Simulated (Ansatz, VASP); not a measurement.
**Two plane-wave programs on Si3N4**

```
Si N
1.0
     4.13078    0.00000    0.00000
     0.00000    4.13078    0.00000
     0.00000    0.00000    4.13078
Si N
3 4
Direct
  0.00000 0.00000 0.50000
  0.50000 0.00000 0.00000
  0.00000 0.50000 0.00000
  0.23952 0.23952 0.76048
  0.76048 0.76048 0.76048
  0.23952 0.76048 0.23952
  0.76048 0.23952 0.23952
```

The cell was built by a generator and needn't be a form met in nature.

Alike in both runs: functional PBEsol; k mesh 7 × 7 × 7; occupations fermi-dirac, width 0.05 eV; no spin polarisation.

|  | VASP | Ansatz |
| --- | --- | --- |
| version | VASP 6.6.1 | Ansatz 0.2.0 |
| potentials or method | VASP PAW PBE potentials, release 64 (Si, N) | Ansatz PAW |
| plane-wave cutoff (eV) | 520 | 420 |
| valence electrons in the cell | 32 | 32 |
| task | single point | band structure |

Ansatz gave:

```
gap on the k mesh at the Fermi level (eV) : 2.62
least direct gap on the mesh (eV)         : 2.81
pressure (GPa)                            : -4.1
rms of the force components (eV/Å)        : 0.023
```

Q: Which values does VASP return?

A: gap on the k mesh at the Fermi level (eV): 2.61; least direct gap on the mesh (eV): 2.79; pressure (GPa): -3.9; rms of the force components (eV/Å): 0.022.

Atom by atom the forces differ by 0.001 eV/Å (rms over components). With one functional, cell and mesh, what is left measures potentials, basis and numerics.

Caveats: the PAW data sets were made with another functional, which shifts forces and pressure a little (VASP); an odd mesh through Γ misses points on the zone boundary, where band edges often lie (VASP); the pressure holds a Pulay correction of +0.5 GPa for the finite cutoff (Ansatz); the PAW data sets come from PBE, with cores solved anew for the run's functional, which leaves a small shift of forces and pressure (Ansatz).
